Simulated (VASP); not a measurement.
# WC (Cmmm) in VASP: optical spectrum with PBE+TS

Aim: the optical spectrum of WC with PBE+TS.

Program: VASP 6.6.1. These are calculated values, not measurements. Logs are shortened: lines on timing, memory, paths and dates and some standing lists are left out, and cuts for length are marked.

## 1. Starting point

It takes space group Cmmm (No. 65, orthorhombic). The conventional cell has a = 3.281 Å, b = 4.236 Å, c = 4.309 Å, α = 90.00°, β = 90.00°, γ = 90.00°. W (site symmetry mmm) is surrounded by 4 W at 2.68 Å and 8 C at 2.71 to 3.02 Å. C (site symmetry mmm) has 4 C at 2.68 Å and 8 W at 2.71 to 3.02 Å as nearest neighbours.

The cell was built by a generator and needn't be a form met in nature.

## 2. Optical spectrum, PBE+TS, non-collinear spin, ferromagnetic start, spin-orbit coupling

Input file INCAR:

```
PREC = Accurate ; ENCUT = 520
EDIFF = 1E-7 ; ISMEAR = -1
SIGMA = 0.1 ; LREAL = False
LASPH = True ; NELM = 80
ALGO = Fast ; ISIF = 2
LWAVE = False ; LCHARG = False
LNONCOLLINEAR = True ; MAGMOM = 0.5 0 0 0 0 0
LORBIT = 11 ; LSORBIT = True
GGA_COMPAT = False ; LORBMOM = True
LMAXMIX = 4 ; GGA = PE
IVDW = 2 ; LOPTICS = True
NBANDS = 66 ; NEDOS = 2000
CSHIFT = 0.1
```

Input file KPOINTS:

```
regular mesh
0
Gamma
  7 7 5
```

Input file POSCAR:

```
WC
2.679
    0.612297913401     -0.790607652109      0.000000000000
    0.612297913401      0.790607652109      0.000000000000
    0.000000000000      0.000000000000      1.608593169093
W C
1 1
Direct
    0.5000000000      0.5000000000      0.5000000000
    0.0000000000      0.0000000000      0.0000000000
```

Potentials or basis: VASP PAW PBE potentials, release 64 (W_sv, C).

Run with:

```sh
$ cat potpaw_PBE.64/W_sv/POTCAR potpaw_PBE.64/C/POTCAR > POTCAR
$ mpirun -np 1 vasp_ncl > vasp.out
```

OUTCAR:

```text
PREC = Accurate
   ENCUT = 520
   EDIFF = 1E-7
   ISMEAR = -1
   LREAL = False
   LASPH = True
   NELM = 80
   ISIF = 2
   LNONCOLLINEAR = True
   LORBIT = 11
   LSORBIT = True
   GGA = PE
   IVDW = 2
  IVDW =   2

 ion  position               nearest neighbor table
   1  0.500  0.500  0.500-   2 2.71   2 2.71   2 2.71   2 2.71
   2  0.000  0.000  0.000-   1 2.71   1 2.71   1 2.71   1 2.71

  LATTYP: Found a base centered orthorhombic cell.
 ALAT       =     3.2806922200
 B/A-ratio  =     1.2912140231
 C/A-ratio  =     1.3135706769

  Lattice vectors:

 A1 = (   1.6403461100,  -2.1180379000,   0.0000000000)
 A2 = (   1.6403461100,   2.1180379000,   0.0000000000)
 A3 = (   0.0000000000,   0.0000000000,   4.3094211000)

Analysis of symmetry for initial positions (statically):
=====================================================================
 Subroutine PRICEL returns:
 Original cell was already a primitive cell.

 Routine SETGRP: Setting up the symmetry group for a
 base centered orthorhombic supercell.

 Subroutine GETGRP returns: Found  8 space group operations
 (whereof  8 operations were pure point group operations)
 out of a pool of  8 trial point group operations.

The static configuration has the point symmetry D_2h.

Analysis of symmetry for dynamics (positions and initial velocities):
=====================================================================
 Subroutine PRICEL returns:
 Original cell was already a primitive cell.

 Routine SETGRP: Setting up the symmetry group for a
 base centered orthorhombic supercell.

 Subroutine GETGRP returns: Found  8 space group operations
 (whereof  8 operations were pure point group operations)
 out of a pool of  8 trial point group operations.

The dynamic configuration has the point symmetry D_2h.

Analysis of structural, dynamic, and magnetic symmetry:
=====================================================================
 Subroutine PRICEL returns:
 Original cell was already a primitive cell.

 Routine SETGRP: Setting up the symmetry group for a
 base centered orthorhombic supercell.

 Subroutine GETGRP returns: Found  4 space group operations
 (whereof  4 operations were pure point group operations)
 out of a pool of  8 trial point group operations.

The overall configuration has the point symmetry C_2h.

 Subroutine INISYM returns: Found  4 space group operations
 (whereof  4 operations are pure point group operations),
 and found     1 'primitive' translations

----------------------------------------------------------------------------------------

                                     Primitive cell

  volume of cell :      29.9446

  direct lattice vectors                    reciprocal lattice vectors
     1.640346110 -2.118037900  0.000000000     0.304813720 -0.236067542  0.000000000
     1.640346110  2.118037900  0.000000000     0.304813720  0.236067542  0.000000000
     0.000000000  0.000000000  4.309421100     0.000000000  0.000000000  0.232049729

  length of vectors
     2.678958735  2.678958735  4.309421100     0.385537661  0.385537661  0.232049729

  position of ions in fractional coordinates (direct lattice)
     0.500000000  0.500000000  0.500000000
     0.000000000  0.000000000  0.000000000

  ion indices of the primitive-cell ions
   primitive index   ion index
                 1           1
[... 990 lines left out ...]
     E(ev)      X         Y         Z        XY        YZ        ZX
  --------------------------------------------------------------------------------------------------------------
     0.00000     0.00000     0.00000     0.00000     0.00000     0.00000     0.00000
     1.40166    75.12427    94.67561    38.69627     0.00000    -0.00089     0.00000
     2.80332    26.19392    29.41084    23.28865     0.00000    -0.00045     0.00000
     4.20497     8.14622    10.27528    10.99213     0.00000    -0.00026     0.00000
     5.60663     7.74362     5.91412     6.77406     0.00000    -0.00019     0.00000
     7.00829     2.59972     2.48090     3.24020     0.00000    -0.00016     0.00000
[... 92 lines left out ...]
   137.36250     0.00006     0.00006     0.00006     0.00000     0.00000     0.00000
   138.76415     0.00006     0.00006     0.00006     0.00000     0.00000     0.00000

  frequency dependent      REAL DIELECTRIC FUNCTION (independent particle, no local field effects) density-density
     E(ev)        X           Y           Z          XY          YZ          ZX
  --------------------------------------------------------------------------------------------------------------
     0.00000   191.36179   181.53192   115.90021     0.00000    -0.01492     0.00000
     1.40166   -42.59360     1.75789    -0.19240     0.00000    -0.00017     0.00000
     2.80332   -13.01416   -13.94246    -4.31562     0.00000    -0.00000     0.00000
     4.20497    -7.19136    -9.59145    -5.90492     0.00000     0.00001     0.00000
     5.60663    -9.16066    -9.09445    -5.97606     0.00000    -0.00001     0.00000
     7.00829    -5.03868    -5.48790    -4.70563     0.00000    -0.00001     0.00000
[... 92 lines left out ...]
   137.36250     0.95978     0.96026     0.96140     0.00000     0.00000     0.00000
   138.76415     0.96064     0.96110     0.96223     0.00000     0.00000     0.00000

  frequency dependent IMAGINARY DIELECTRIC FUNCTION (independent particle, no local field effects) current-current
     E(ev)      X         Y         Z        XY        YZ        ZX
  --------------------------------------------------------------------------------------------------------------
     0.00000   859.92523   831.92297   524.61778     0.00000    -0.01900     0.00000
     1.40166    62.05531    92.25211    36.22123     0.00000    -0.00094     0.00000
     2.80332    25.08071    28.07517    22.70335     0.00000    -0.00045     0.00000
     4.20497     7.78279     9.77914    10.63475     0.00000    -0.00025     0.00000
     5.60663     7.30843     5.52158     6.50943     0.00000    -0.00019     0.00000
     7.00829     2.42174     2.30020     3.05309     0.00000    -0.00016     0.00000
[... 92 lines left out ...]
   137.36250     0.00000     0.00000     0.00000     0.00000     0.00000     0.00000
   138.76415     0.00000     0.00000     0.00000     0.00000     0.00000     0.00000

  frequency dependent      REAL DIELECTRIC FUNCTION (independent particle, no local field effects) current-current
     E(ev)        X           Y           Z          XY          YZ          ZX
  --------------------------------------------------------------------------------------------------------------
     0.00000   142.84147    79.11688    52.91803     0.00000     0.00068     0.00000
     1.40166   -54.03141   -17.48207    -6.29183     0.00000    -0.00012     0.00000
     2.80332   -15.31491   -16.08717    -6.04208     0.00000     0.00001     0.00000
     4.20497    -7.54379   -10.03905    -6.41410     0.00000     0.00001     0.00000
     5.60663    -9.51678    -9.26865    -6.25310     0.00000    -0.00001     0.00000
     7.00829    -5.15003    -5.55599    -4.81205     0.00000    -0.00001     0.00000
[... 92 lines left out ...]
   137.36250     0.95961     0.96017     0.96135     0.00000     0.00000     0.00000
   138.76415     0.96047     0.96101     0.96217     0.00000     0.00000     0.00000

 orbital moment (x)

 # of ion     p       d       tot
 ----------------------------------------
  1        -0.000   0.000   0.000
  2         0.000   0.000   0.000
 ----------------------------------------
            0.000   0.000   0.000

 orbital moment (y)

 # of ion     p       d       tot
 ----------------------------------------
  1         0.000   0.000   0.000
  2         0.000   0.000   0.000
 ----------------------------------------
            0.000   0.000   0.000

 orbital moment (z)

 # of ion     p       d       tot
 ----------------------------------------
  1        -0.000  -0.000  -0.000
  2         0.000   0.000   0.000
 ----------------------------------------
           -0.000  -0.000  -0.000

 Spin-Orbit-Coupling matrix elements

 Ion:    1  E_soc:     -1.6758135
 l=   1
     0.0000000    -0.2281115    -0.2325268
    -0.2281115     0.0000000    -0.2275699
    -0.2325268    -0.2275699     0.0000000
 l=   2
     0.0000000    -0.0106360     0.0000000    -0.0106627    -0.0423797
    -0.0106360     0.0000000    -0.0341566    -0.0089507    -0.0066721
     0.0000000    -0.0341566     0.0000000    -0.0292181     0.0000000
    -0.0106627    -0.0089507    -0.0292181     0.0000000    -0.0070227
    -0.0423797    -0.0066721     0.0000000    -0.0070227     0.0000000
 l=   3
     0.0000000     0.0000000     0.0000000     0.0000000     0.0000000     0.0000000     0.0000000
     0.0000000     0.0000000     0.0000000     0.0000000     0.0000000     0.0000000     0.0000000
     0.0000000     0.0000000     0.0000000     0.0000000     0.0000000     0.0000000     0.0000000
     0.0000000     0.0000000     0.0000000     0.0000000     0.0000000     0.0000000     0.0000000
     0.0000000     0.0000000     0.0000000     0.0000000     0.0000000     0.0000000     0.0000000
     0.0000000     0.0000000     0.0000000     0.0000000     0.0000000     0.0000000     0.0000000
     0.0000000     0.0000000     0.0000000     0.0000000     0.0000000     0.0000000     0.0000000

 Ion:    2  E_soc:     -0.0001768
 l=   1
     0.0000000    -0.0000300    -0.0000341
    -0.0000300     0.0000000    -0.0000244
    -0.0000341    -0.0000244     0.0000000
 l=   2
     0.0000000     0.0000000     0.0000000     0.0000000     0.0000000
     0.0000000     0.0000000     0.0000000     0.0000000     0.0000000
     0.0000000     0.0000000     0.0000000     0.0000000     0.0000000
     0.0000000     0.0000000     0.0000000     0.0000000     0.0000000
     0.0000000     0.0000000     0.0000000     0.0000000     0.0000000
 l=   3
     0.0000000     0.0000000     0.0000000     0.0000000     0.0000000     0.0000000     0.0000000
     0.0000000     0.0000000     0.0000000     0.0000000     0.0000000     0.0000000     0.0000000
     0.0000000     0.0000000     0.0000000     0.0000000     0.0000000     0.0000000     0.0000000
     0.0000000     0.0000000     0.0000000     0.0000000     0.0000000     0.0000000     0.0000000
     0.0000000     0.0000000     0.0000000     0.0000000     0.0000000     0.0000000     0.0000000
     0.0000000     0.0000000     0.0000000     0.0000000     0.0000000     0.0000000     0.0000000
     0.0000000     0.0000000     0.0000000     0.0000000     0.0000000     0.0000000     0.0000000

 total charge

# of ion       s       p       d       tot
------------------------------------------
    1        2.359   6.199   3.258  11.816
    2        0.995   1.036   0.000   2.031
--------------------------------------------------
tot          3.354   7.235   3.258  13.848

 magnetization (x)

# of ion       s       p       d       tot
------------------------------------------
    1       -0.000  -0.000  -0.000  -0.000
    2       -0.000  -0.000   0.000  -0.000
--------------------------------------------------
tot         -0.000  -0.000  -0.000  -0.000

 magnetization (y)

# of ion       s       p       d       tot
------------------------------------------
    1        0.000   0.000   0.000   0.000
    2        0.000   0.000   0.000   0.000
--------------------------------------------------
tot          0.000   0.000   0.000   0.000

 magnetization (z)

# of ion       s       p       d       tot
------------------------------------------
    1        0.000   0.000   0.000   0.000
    2        0.000   0.000   0.000   0.000
--------------------------------------------------
tot          0.000   0.000   0.000   0.000
```

It took 5.9 min on 1 thread of AMD EPYC 7R43 (Zen 3), shared host; peak memory 0.46 GiB.

What came out:

* Free energy: -18.4372 eV
* Pressure: -37.4 GPa
* Net moment: 0.00 μB per cell
* Valence electrons inside the program's atomic spheres: W 11.82; C 2.03
* Hirshfeld charges: W +0.14; C -0.14 e
* Dispersion energy per atom: -0.457 eV

Dielectric function (mean over the directions given):
```csv
energy (eV),real part,imaginary part
0.35,144.07,78.37
0.84,53.05,112.47
1.33,-10.48,76.46
1.82,-9.41,40.04
2.31,-7.63,35.15
2.80,-10.42,26.30
3.36,-13.84,20.07
3.85,-11.48,12.28
4.35,-6.33,9.91
4.84,-6.28,12.40
5.33,-9.21,8.84
5.82,-7.56,6.28
6.38,-6.71,4.27
6.87,-5.51,3.05
7.36,-4.57,2.66
7.85,-3.88,1.98
8.34,-3.20,1.34
8.90,-2.37,1.10
9.39,-1.72,0.99
9.88,-1.46,0.97
10.37,-1.00,0.94
10.86,-0.52,0.83
11.35,-0.38,1.04
11.91,-0.13,1.28
12.40,-0.32,1.29
12.90,-0.07,1.02
13.39,-0.06,1.34
13.88,-0.31,1.02
14.44,0.25,0.87
14.93,0.40,1.11
15.42,0.19,1.33
15.91,0.07,1.07
16.40,0.36,1.05
16.89,0.33,1.17
17.45,0.14,1.27
17.94,0.08,1.11
18.43,0.18,1.15
18.92,-0.01,1.07
19.41,-0.03,0.99
19.97,-0.03,0.72
```

Moments on the atoms (μB; x, y, z):
```
W   0.00 0.00 0.00
C   0.00 0.00 0.00
```

Caveat: a pressure of tens of GPa on the cell as given is suspect, and the run, the potentials or the cell itself is likely at fault; spectra need much finer meshes, so this one isn't converged; independent-particle spectra lack excitons.

## 3. For comparison

An earlier run on the cell as given: functional PBE; potentials or basis VASP PAW PBE potentials, release 64 (W_sv, C); cutoff 520 eV; k mesh 10 × 10 × 6; occupations fermi-dirac, width 0.05 eV; no spin polarisation.

- Pressure: -32.0 GPa
- Band gap on the k mesh: none (metal or under the smearing width)
